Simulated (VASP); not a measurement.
Here is a VASP 6.6.1 calculation.

Contents of POSCAR:

```
GaAs                                    
1.0
    0.0000000000      2.8313993252      2.8313993252
    2.8313993252      0.0000000000      2.8313993252
    2.8313993252      2.8313993252      0.0000000000
  Ga              As            
     1     1
Direct
     0.0000000000000000    0.0000000000000000    0.0000000000000000
     0.2500000000000000    0.2500000000000000    0.2500000000000000
```

Contents of INCAR.step1:

```
PREC = Accurate
ENCUT = 500
EDIFF = 1E-8
ISMEAR = 0
SIGMA = 0.01
LREAL = F
LASPH = T
NELM = 80
ALGO = Fast
LWAVE = T
LCHARG = F
GGA = PE
KPAR = 4
```

INCAR.step2

```
PREC = Accurate
ENCUT = 500
EDIFF = 1E-8
ISMEAR = 0
SIGMA = 0.01
LREAL = F
LASPH = T
NELM = 1
ALGO = Exact
LWAVE = T
LCHARG = F
GGA = PE
KPAR = 4
NBANDS = 178
LOPTICS = T
ISTART = 1
```

Contents of INCAR.step3:

```
PREC = Accurate
ENCUT = 500
EDIFF = 1E-8
ISMEAR = 0
SIGMA = 0.01
LREAL = F
LASPH = T
ALGO = EVGW0
LWAVE = F
LCHARG = F
GGA = PE
KPAR = 4
NELMGW = 4
NBANDS = 178
ENCUTGW = 150
NOMEGA = 48
PRECFOCK = Fast
ISTART = 1
NBANDSGW = 17
```

KPOINTS

```
Automatic mesh
0
Gamma
  4 4 4
```

Potentials or basis: VASP PAW PBE potentials, release 64 (Ga_d_GW, As_GW).

Launch:

```sh
$ cat potpaw_PBE.64/Ga_d_GW/POTCAR potpaw_PBE.64/As_GW/POTCAR > POTCAR
$ cp INCAR.step1 INCAR
$ mpirun -np 4 vasp_std > vasp.out
$ cp INCAR.step2 INCAR
$ mpirun -np 4 vasp_std > vasp.out
$ cp INCAR.step3 INCAR
$ mpirun -np 4 vasp_std > vasp.out
```

Question: Predict the quasiparticle gap.

Answer: 1.48 eV.

Question: Estimate the least direct quasiparticle gap.

Answer: 1.48 eV.

Question: Estimate the band gap on the k mesh, mean-field level.

Answer: 0.46 eV, direct.

Quasiparticle gap after each update of the energies (eV): 1.36, 1.46, 1.48, 1.48

Caveat: the k mesh is coarse (spacing up to 0.48 Å⁻¹), so the values aren't converged; bands, screening cutoff and mesh are small and nothing is extrapolated, so the quasiparticle values aren't converged.
